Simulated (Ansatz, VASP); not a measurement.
# F in VASP and in Ansatz

```
CELL_PARAMETERS angstrom
2.75000 -1.64000 0.00000
2.75000 1.64000 0.00000
-1.53472 0.00000 7.11639
ATOMIC_POSITIONS crystal
F 0.96800 0.60200 0.09970
F 0.39800 0.03200 0.40030
F 0.03200 0.39800 0.90030
F 0.60200 0.96800 0.59970
```

Alike in both runs: task single point; functional PBEsol; dispersion D4; k mesh 6 × 6 × 4; occupations gaussian, width 0.1 eV; no spin polarisation.

|  | VASP | Ansatz |
| --- | --- | --- |
| version | VASP 6.6.1 | Ansatz 0.2.0 |
| potentials or method | VASP PAW PBE potentials, release 64 (F) | scalar-relativistic, plane waves, PAW |
| plane-wave cutoff (eV) | 520 | 420 |
| valence electrons in the cell | 28 | 28 |

Ansatz gave:

```
gap on the k mesh at the Fermi level (eV)       : 1.90
least direct gap on the mesh (eV)               : 1.90
pressure (GPa)                                  : -6.0
largest component of the traceless stress (GPa) : 10.69
rms of the force components (eV/Å)              : 1.379
```

**Question.** Estimate VASP's values.

**Answer.** gap on the k mesh at the Fermi level (eV): 1.85; least direct gap on the mesh (eV): 1.85; pressure (GPa): -5.9; largest component of the traceless stress (GPa): 9.47; rms of the force components (eV/Å): 1.221.

Atom by atom the forces differ by 0.159 eV/Å (rms over components).

Caveats: the PAW data sets were made with another functional, which shifts forces and pressure a little (VASP). A k mesh can miss the band edges.
